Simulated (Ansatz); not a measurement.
The geometry is COD entry 9008478, unchecked; take it as a test cell. The listed cell was then made from it by scaling, straining or moving an atom.

Pd: DFT, PBE, all-electron LAPW, scalar-relativistic (Ansatz 0.2.0). What sets it apart from a plain run of this crystal: volume scaled by 0.96.

Command: `ansatz run input.yaml --threads 1 --pin off --max-ram 3072MiB --backend cpu --events-out ev --progress --plain --runs-dir out` The run took 13 s on 1 thread of Intel(R) Xeon(R) Platinum 8488C (Sapphire Rapids) (shared host), peak memory 0.46 GiB.

```yaml
crystal:
  lattice:
    - [0.0, 1.9186143454, 1.9186143454]
    - [1.9186143454, 0.0, 1.9186143454]
    - [1.9186143454, 1.9186143454, 0.0]
  atoms:
    - { symbol: Pd, position: [0.0, 0.0, 0.0] }
kpoints:
  mp_grid: { grid: [18, 18, 18] }
scf:
  occupations: { method: fermi_dirac, width: 0.05 }
hamiltonian:
  xc: pbe
  pseudopotentials: { kind: all_electron, lapw: { basis_error: 0.00025 } }
output:
  forces: true
  stress: true
  eigenvalues: true
```

Output (standing set-up lines are left out):

```
LAPW: plane waves up to 9.104 Å⁻¹, error target 2.5e-4 eV per atom; small_component_spin mean_spin; Pd in spheres of 1.357 Å, 28 of its electrons in bands, Dirac shells []
Crystal: 1 atoms, lattice volume = 14.125 Å³
Basis set: ecut = 315.7791434648253 eV, 169 PW (Γ), exchange–correlation at level 2
Space group: Fm-3m (ITA 225), of the structure as read, at distance tolerance 2.4e-5 Å
iter 1 solved again at ethr=7.20e-4 eV; its pass at ethr=1.00e-1 eV (dr2=2.02e-1 eV) is discarded
SCF iter   1: F=—  HF=-137307.493820 eV  |F-HF|=—  |Δ(HF+E_count)|=         —  Δρ=5.14e-2  dr2=2.02e-1  ethr=7.20e-4  ⟨swp⟩=2.8  Hψ=22508  notcnv=0
preconditioner: auto → none  [metal: Δε(μ)=0.006 eV  Ē_g=14.152 eV  σ=0.050 eV  W_gap=0.03  n_scr=8 (ndim 8)  ℏωp=31.2 eV  f_vac=0.003  D(μ)=2.07/eV (n_scr^D=26)  sad-step TF]
iter 2 solved again at ethr=2.20e-5 eV; its pass at ethr=7.20e-4 eV (dr2=6.16e-3 eV) is discarded
SCF iter   2: F=—  HF=-137306.771967 eV  |F-HF|=—  |Δ(HF+E_count)|=   7.22e-1  Δρ=6.68e-3  dr2=6.16e-3  ethr=2.20e-5  ⟨swp⟩=2.0  Hψ=18051  notcnv=0
SCF iter   3: F=—  HF=-137306.639450 eV  |F-HF|=—  |Δ(HF+E_count)|=   1.33e-1  Δρ=1.01e-2  dr2=9.90e-3  ethr=2.20e-5  ⟨swp⟩=3.0  Hψ=11101  notcnv=0
SCF iter   4: F=—  HF=-137306.633609 eV  |F-HF|=—  |Δ(HF+E_count)|=         —  Δρ=1.39e-3  dr2=2.03e-4  ethr=2.20e-5  ⟨swp⟩=2.0  Hψ=9296  notcnv=0
the basis was enlarged: its passes take 821.9 KiB over the memory plan, 1 of 1 planned eigensolver slots
SCF iter   5: F=—  HF=-137306.633600 eV  |F-HF|=—  |Δ(HF+E_count)|=   8.50e-6  Δρ=1.22e-4  dr2=1.35e-6  ethr=7.27e-7  ⟨swp⟩=2.0  Hψ=9891  notcnv=0
SCF iter   6: F=-137306.633602 eV  HF=-137306.633602 eV  |F-HF|=1.06e-8  |Δ(HF+E_count)|=   1.38e-6  Δρ=5.30e-6  dr2=2.02e-9  ethr=4.83e-9  ⟨swp⟩=3.0  Hψ=10210  notcnv=0
SCF 1 converged in 6 iterations: F = -137306.633602 eV  dr2 = 2.02e-9
SCF converged after 6 iterations
Free energy (F): -137306.633602 eV
Harris-Foulkes:  -137306.633602 eV  (|F-HF|=1.06e-8)
Internal energy: -137306.616578 eV  (E = F + TS)
E sigma→0 (E₀):  -137306.625090 eV
Entropy (-TS):   -0.017024 eV (-17.024 meV/atom)
Fermi energy:    22.765019 eV
--- Per-component energies (eV) ---
  E_band       = -3103.085685
  E_kinetic    = 143300.712592
  E_xc         = -3923.420418
  E_electrostatic = -276683.908752  (all electrons and nuclei)
  E_smearing   = -0.017024  (= −TS)
  E_closure    = 0.000000  (closes the sum)
  E_atoms      = -137302.962084  (free atoms, spherical and without spin; not in F)
  Σ components = -137306.633602   (vs F -137306.633602, Δ=0.00e0)
  Basis errors (estimates in eV, not in F): energy 5.6e-5 per atom: plane waves 4.8e-5 (2.4e-5 summed), levels above the bands 2.5e-170, relativity 8.3e-9, radial functions 8.6e-6, core shells 8.5e-8; eigenvalues (radial functions only) 2.8e-7; not estimated: angular momenta, meshes, grids; target (lapw.basis_error) 2.5e-4; muffin-tin radii Pd 1.357 Å
--- Forces (eV/Å), atoms counted from 1 ---
  atom   1  Pd     0.00000000    -0.00000000    -0.00000000
  max |Σ_I F_I| component: 1.81e-31 eV/Å
--- Stress (GPa, compression-positive) ---
       17.000758       0.000000       0.000000
        0.000000      17.000758      -0.000000
        0.000000      -0.000000      17.000758
  P = ⅓ Tr σ = 17.0008 GPa (170.008 kbar)
--- Band table (eV; the first three rows and the last of 195) ---
  k-point 0: bands = ["-301.6782", "-301.6782", "-301.6782", "-301.6574", "-301.6574", "-61.5102", "-26.9760", "-26.9760", "-26.9760", "15.2687", "19.7125", "19.7125", "19.7125", "21.4430", "21.4430", "39.7716", "44.7194", "44.7194"]
  k-point 1: bands = ["-301.6782", "-301.6782", "-301.6782", "-301.6574", "-301.6574", "-61.5082", "-26.9909", "-26.9781", "-26.9781", "15.3859", "19.6687", "19.7544", "19.7544", "21.4220", "21.4220", "39.9070", "44.0060", "44.8643"]
  k-point 2: bands = ["-301.6782", "-301.6782", "-301.6782", "-301.6574", "-301.6574", "-61.5024", "-27.0335", "-26.9841", "-26.9841", "15.7235", "19.5597", "19.8640", "19.8640", "21.3779", "21.3779", "40.2351", "42.5126", "45.2803"]
  k-point 194: bands = ["-301.6782", "-301.6782", "-301.6782", "-301.6574", "-301.6574", "-61.4216", "-27.3186", "-27.2706", "-27.1595", "18.0587", "18.7505", "19.5460", "21.3843", "23.0829", "31.1505", "32.6696", "33.5319", "34.7244"]
```

Spin polarisation is left out, and whether a magnetic state lies lower isn't shown here.
